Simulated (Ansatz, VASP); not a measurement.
# One calculation of As, two programs

```
As
1.0
     2.72930    0.00000    0.00000
     0.00000    2.72930    0.00000
     0.00000    0.00000    2.72930
As
1
Direct
  0.00000 0.00000 0.00000
```

Alike in both runs: task single point; functional PBEsol; k mesh 13 × 13 × 13; occupations fermi-dirac, width 0.03 eV; no spin polarisation.

|  | VASP | Ansatz |
| --- | --- | --- |
| version | VASP 6.6.1 | Ansatz 0.2.0 |
| potentials or method | VASP PAW PBE potentials, release 64 (As), cutoff 520 eV | all-electron LAPW, scalar-relativistic |

```csv
,VASP,Ansatz,Ansatz less VASP
pressure (GPa),-3.3,-3.6,-0.24
```

Ansatz ran all-electron here, so the differences hold the error of VASP's frozen core and of both bases.

Caveats: the PAW data sets were made with another functional, which shifts forces and pressure a little (VASP).
